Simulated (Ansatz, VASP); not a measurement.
## Two plane-wave programs on SiO2

```
Si O
1.0
     4.52024    0.00000    0.00000
     0.00000    4.52024    0.00000
     0.00000    0.00000    2.56200
Si O
2 4
Direct
  0.50000 0.50000 0.50000
  0.00000 0.00000 0.00000
  0.69389 0.69389 0.00000
  0.19389 0.80611 0.50000
  0.30611 0.30611 0.00000
  0.80611 0.19389 0.50000
```

Change from the starting cell: strain +0.080 along x and y, -0.040 along z, atoms carried along.

Alike in both runs: task single point; functional r2SCAN; k mesh 6 × 6 × 8; occupations gaussian, width 0.05 eV; no spin polarisation.

|  | VASP | Ansatz |
| --- | --- | --- |
| version | VASP 6.6.1 | Ansatz 0.2.0 |
| potentials or method | VASP PAW PBE potentials, release 64 (Si, O) | scalar-relativistic, plane waves, PAW |
| plane-wave cutoff (eV) | 520 | 500 |
| valence electrons in the cell | 32 | 32 |

VASP gave:

```
gap on the k mesh at the Fermi level (eV)       : 4.78
least direct gap on the mesh (eV)               : 4.78
pressure (GPa)                                  : -22.8
largest component of the traceless stress (GPa) : 31.23
rms of the force components (eV/Å)              : 0.929
```

Q: Estimate Ansatz's values.

A: gap on the k mesh at the Fermi level (eV): 4.80; least direct gap on the mesh (eV): 4.80; pressure (GPa): -23.1; largest component of the traceless stress (GPa): 30.51; rms of the force components (eV/Å): 0.951.

Atom by atom the forces differ by 0.022 eV/Å (rms over components).

Caveats: so large a pressure means that the cell lies far from this level's equilibrium, or that cutoff or potentials fall short (VASP); the potentials were made for another functional, which shifts forces and pressure (VASP). A k mesh can miss the band edges.
